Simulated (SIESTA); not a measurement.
Set up this calculation in SIESTA 5.4.2, as the native input.

```yaml
Task: band structure
Functional: LDA
Potentials_or_basis: PseudoDojo 0.4 standard (LDA files)
Basis: DZP (energy shift 0.003 Ry; two zetas on semicore shells)
Grid_cutoff: 800 Ry
Energy_shift: 0.003 Ry
k_mesh: 10 × 10 × 6
Occupations: fermi-dirac, width 0.05 eV
Spin: no spin polarisation
```

Ge:

```xyz
2
Lattice="1.4881 -2.5947 0.0000 1.4881 2.5947 0.0000 0.0000 0.0000 4.7276" Properties=species:S:1:pos:R:3 pbc="T T T"
Ge    1.4881    0.8643    1.1819
Ge    1.4881   -0.8643    3.5457
```

This isn't the form of Ge at room conditions, which is diamond.

These files were run (other wordings do the same):

Ge.fdf

```
SystemName                      Ge
SystemLabel                     Ge
NumberOfSpecies                 1
NumberOfAtoms                   2
%block ChemicalSpeciesLabel
  1  32 Ge
%endblock ChemicalSpeciesLabel

LatticeConstant                 1.0 Ang
%block LatticeVectors
     1.4880529250    -2.5946896100     0.0000000000
     1.4880529250     2.5946896100     0.0000000000
     0.0000000000     0.0000000000     4.7275957900
%endblock LatticeVectors
AtomicCoordinatesFormat         Fractional
%block AtomicCoordinatesAndAtomicSpecies
     0.3334466300     0.6665533700     0.2500000000  1  Ge
     0.6665533700     0.3334466300     0.7500000000  1  Ge
%endblock AtomicCoordinatesAndAtomicSpecies

%block kgrid.MonkhorstPack
   10   0   0  0.0
    0  10   0  0.0
    0   0   6  0.0
%endblock kgrid.MonkhorstPack
XC.Functional                   LDA
XC.Authors                      PW92
PAO.BasisSize                   DZP
PAO.EnergyShift                 0.003 Ry
Mesh.Cutoff                     800 Ry
OccupationFunction              FD
ElectronicTemperature           0.05 eV
MaxSCFIterations                120
SCF.MustConverge                false
SCF.Mixer.Method                Pulay
SCF.Mixer.Weight                0.25
SCF.Mixer.History               8
SCF.DM.Tolerance                5.0e-05
SCF.H.Tolerance                 1.0e-03 eV
WriteForces                     true
Charge.Mulliken                 end
BandLinesScale                  ReciprocalLatticeVectors
%block BandLines
    1    0.000000   0.000000   0.000000  \Gamma
   10    0.332225   0.332225   0.000000  X
    5    0.000000   0.500000   0.000000  S
    5    0.000000   0.500000   0.500000  R
    5    0.332225   0.332225   0.500000  A
   10    0.000000   0.000000   0.500000  Z
    5    0.000000   0.000000   0.000000  \Gamma
    9   -0.500000   0.500000   0.000000  Y
    5   -0.332225   0.667775   0.000000  X1
    5   -0.332225   0.667775   0.500000  A1
    5   -0.500000   0.500000   0.500000  T
    5   -0.500000   0.500000   0.000000  Y
    1    0.000000   0.000000   0.500000  Z
    9   -0.500000   0.500000   0.500000  T
%endblock BandLines
%block PAO.Basis
  Ge 4
  n=4 0 2
    5.960 0.000
  n=4 1 2
    8.098 0.000
  n=3 2 2
    3.189 0.000
  n=4 2 1
    8.098
%endblock PAO.Basis
```

Potentials or basis: PseudoDojo 0.4 standard (LDA files), DZP (energy shift 0.003 Ry; two zetas on semicore shells).

Run with:

```bash
$ siesta Ge.fdf > Ge.out 2>&1
```

Results of the run:

```
Pressure               : 0.1 GPa
Band gap on the k mesh : none (metal or under the smearing width)
```

Caveat: the basis of atomic orbitals isn't converged, which shifts pressures, moduli and gaps.

It took 41 s on 1 thread of AMD EPYC 9R45 96-Core Processor (Zen 5) (shared host), peak memory 0.39 GiB.
